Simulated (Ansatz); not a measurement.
# TaN: the cost of one run

Program: Ansatz 0.2.0. Level of theory: DFT PBE, scalar-relativistic, plane waves, PAW. These are calculated values, not measurements.

5 further runs of the same task are left out: 1 that didn't finish, 4 set aside as unsound or not needed.

## (1) The structure to begin with

It takes space group P6/mmm (No. 191, hexagonal). The conventional cell has a = 5.264 Å, b = 5.264 Å, c = 2.922 Å, α = 90.00°, β = 90.00°, γ = 120.00°. Around Ta (site symmetry 6/mmm) lie 6 N at 2.63 Å and 2 Ta at 2.92 Å. Around Ta (site symmetry -6m2) lie 6 N at 2.11 Å. Around N (site symmetry mmm) lie 6 Ta at 2.11 to 2.63 Å.

As a file:

```xyz
6
Lattice="5.2636 0.0000 0.0000 -2.6318 4.5584 0.0000 0.0000 0.0000 2.9218" Properties=species:S:1:pos:R:3 pbc="T T T"
Ta    0.0000    0.0000    0.0000
Ta    0.0000    3.0389    1.4609
Ta    2.6318    1.5195    1.4609
N     2.6318    0.0000    0.0000
N     1.3159    2.2792    0.0000
N    -1.3159    2.2792    0.0000
```

It is the result of an earlier relaxation at this level (volume 11.68 Å³/atom; gap on the mesh: none (metal)).

## (2) Zero strain

Input file input.yaml:

```yaml
crystal:
  lattice:
    - [5.2635610256, 0.0, 0.0]
    - [-2.6317805128, 4.5583775625, 0.0]
    - [0.0, 0.0, 2.9218011681]
  atoms:
    - { symbol: Ta, position: [0.0, 0.0, 0.0] }
    - { symbol: Ta, position: [0.3333333333, 0.6666666667, 0.5] }
    - { symbol: Ta, position: [0.6666666667, 0.3333333333, 0.5] }
    - { symbol: "N", position: [0.5, 0.0, 0.0] }
    - { symbol: "N", position: [0.5, 0.5, 0.0] }
    - { symbol: "N", position: [0.0, 0.5, 0.0] }
basis:
  ecutwfc: 420
kpoints:
  mp_grid: { grid: [12, 12, 12] }
hamiltonian:
  xc: pbe
scf:
  occupations: { method: gaussian, width: 0.1 }
output:
  forces: true
  stress: true
  eigenvalues: true
```

Launch:

```console
> ansatz run input.yaml --threads 1 --pin off --max-ram 2560MiB --backend cpu --events-out ev --progress --plain --runs-dir out
```

**Question.** How long does this run take on 1 thread of Arm Neoverse V1, shared host, and how much memory does it need?

About 16 s, with a peak of 0.47 GiB.
